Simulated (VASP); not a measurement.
Results of a VASP single-point calculation on ZnSe (strained zincblende)

POSCAR

```
Zn Se
 1.0000000000000000
     0.0000000000000000    2.8607448912000000    2.7994884492000001
     2.8607448912000000    0.0000000000000000    2.7994884492000001
     2.8607448912000000    2.8607448912000000    0.0000000000000000
 Zn  Se
   1   1
Cartesian
  0.0000000000000000  0.0000000000000000  0.0000000000000000
  1.4303724456000000  1.4303724456000000  1.3997442246000003
```

```json
{"gap between bands v and c": "1.21 eV", "least direct gap": "1.21 eV"}
```

Band v is the last that the valence electrons fill when counted band by band, and c is the next. Levels in eV from the top of v:

| point | v−1 | v | c | c+1 |
| --- | --- | --- | --- | --- |
| Γ | -0.08 | 0.00 | 1.21 | 5.75 |
| X | -2.29 | -2.29 | 2.89 | 3.28 |
| K | -3.11 | -1.78 | 3.59 | 5.59 |
| L | -0.97 | -0.85 | 2.48 | 6.25 |
| W | -2.79 | -2.67 | 5.38 | 5.41 |

Problem. Which of these levels of theory gave these results?
A. HSE06
B. PBE0
C. LDA
D. PBE
E. r²SCAN
F. PBEsol
G. PBE with spin–orbit coupling

Solution. D.

The INCAR was:

```
LCHARG = .FALSE.
NSW = 0
ENCUT = 520
NBANDS = 16
EDIFF = 1E-7
GGA = PE
LASPH = .TRUE.
NELM = 120
IBRION = -1
SIGMA = 0.02
PREC = Accurate
ISIF = 2
LREAL = .FALSE.
LWAVE = .FALSE.
ISMEAR = -1
```
